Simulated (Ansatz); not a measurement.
## SiC (Moissanite) under changes of volume

One of the cells (10.341 Å³/atom); the others are scaled copies at fixed shape and fractional positions:

```
Si C
1.0
     3.07600    0.00000    0.00000
    -1.53800    2.66389    0.00000
     0.00000    0.00000    5.04800
Si C
2 2
Direct
  0.66667 0.33333 0.50000
  0.33333 0.66667 0.00000
  0.66667 0.33333 0.88500
  0.33333 0.66667 0.38500
```

| Quantity | Value |
| --- | --- |
| Program | Ansatz 0.2.0 |
| Functional | PBE |
| Potentials or basis | Ansatz PAW |
| Cutoff | 420 eV (not typed: the program's choice for these potentials) |
| k mesh | 10 × 10 × 5 |
| Occupations | fermi-dirac, width 0.05 eV |
| Spin | no spin polarisation |

```csv
volume (Å³/atom),energy over the lowest point (meV/atom),pressure (GPa),gap on the mesh (eV),largest force (eV/Å)
9.721,45.42,19.5,2.38,0.855
9.927,24.00,13.7,2.41,0.819
10.134,?,?,?,?
10.341,1.92,3.7,2.48,0.753
10.548,0.00,-0.6,2.51,0.722
10.755,3.39,-4.6,2.52,0.693
10.961,11.63,-8.1,2.49,0.665
```

**Question.** What does the run at 10.134 Å³/atom give?

**Answer.** Energy over the lowest point 9.74 meV/atom; pressure 8.5 GPa; gap on the mesh 2.45 eV; largest force 0.785 eV/Å.

Worked out: A Birch-Murnaghan fit of order 3 (a polynomial in V^(-2/3)) to the other rows has its minimum at 10.52 Å³/atom with B0 = V·E''(V) = 213 GPa and B' = 4.1 at fixed shape and positions, which overstates the stiffness. It gives 9.70 meV/atom at 10.134 Å³/atom, against the run's 9.74, and -dE/dV = 8.5 GPa, against 8.5. A parabola through the other rows of the gap, of slope 1.58 eV per unit of ln V there, gives 2.46 eV, against the run's 2.45.

Energies are extrapolated to zero smearing.

Caveats: odd divisions of the mesh miss points on the zone boundary, where band edges often lie, so the gap on the mesh can be too wide.

A mesh can miss the band edges.
